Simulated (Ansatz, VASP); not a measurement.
Two plane-wave programs on TiTe2

INCAR

```
ALGO = Normal
EDIFF = 1E-8
ENCUT = 520
GGA = PE
ISIF = 2
ISMEAR = -1
LASPH = True
LCHARG = False
LEFG = True
LREAL = False
LWAVE = False
NBANDS = 19
NELM = 80
PREC = Accurate
SIGMA = 0.03
```

File KPOINTS:

```
k-points
0
Gamma
  10 10 10
```

File POSCAR:

```
TiTe2
1.0
    0.0000000000      3.4420608922      3.4420608922
    3.4420608922      0.0000000000      3.4420608922
    3.4420608922      3.4420608922      0.0000000000
Ti Te
1 2
Direct
    0.0000000000      0.0000000000      0.0000000000
    0.2500000000      0.2500000000      0.2500000000
    0.7500000000      0.7500000000      0.7500000000
```

Input for Ansatz:

```yaml
crystal:
  lattice:
    - [0.0, 3.4420608922, 3.4420608922]
    - [3.4420608922, 0.0, 3.4420608922]
    - [3.4420608922, 3.4420608922, 0.0]
  atoms:
    - { symbol: Ti, position: [0.0, 0.0, 0.0] }
    - { symbol: Te, position: [0.25, 0.25, 0.25] }
    - { symbol: Te, position: [0.75, 0.75, 0.75] }
kpoints:
  mp_grid: { grid: [10, 10, 10] }
  band_path:
    path:
      - [0.0, 0.0, 0.0]
      - [0.5, 0.0, 0.5]
      - [0.625, 0.25, 0.625]
      - [0.375, 0.375, 0.75]
      - [0.0, 0.0, 0.0]
      - [0.5, 0.5, 0.5]
      - [0.5, 0.25, 0.75]
      - [0.5, 0.0, 0.5]
    npoints: 14
scf:
  occupations: { method: fermi_dirac, width: 0.03 }
hamiltonian:
  xc: pbe
  pseudopotentials: { kind: paw }
output:
  forces: true
  stress: true
  eigenvalues: true
  efg: { contact_densities: true }
  populations: true
  bader: true
  dos: { projected: true, de: 0.2, e_range: [-14, 8] }
  write_density: true
  write_potential: true
  elf: true
  volumetric_format: npy
```

Alike in both runs: task electric field gradients; functional PBE; k mesh 10 × 10 × 10; occupations fermi-dirac, width 0.03 eV; no spin polarisation.

```csv
,VASP,Ansatz
version,VASP 6.6.1,Ansatz 0.2.0
potentials or method,"VASP PAW PBE potentials, release 64 (Ti_sv, Te)","PAW with Ansatz's default frozen-core files, scalar-relativistic"
plane-wave cutoff (eV),520,420
valence electrons in the cell,24,44
```

|  | VASP | Ansatz | Ansatz less VASP |
| --- | --- | --- | --- |
| pressure (GPa) | 0.0 | 0.0 | -0.02 |
| Vzz of the field gradient on the site that differs most (V/Å²) | 0.0 | 0.0 | 0.00 |

The functional is the same, so the differences come from potentials, cutoffs and numerics. The two sets of potentials don't hold the same shells in valence. Ansatz warned: «gradients_without_spin_orbit».

Spin-orbit coupling is left out, which matters for the levels of Te.
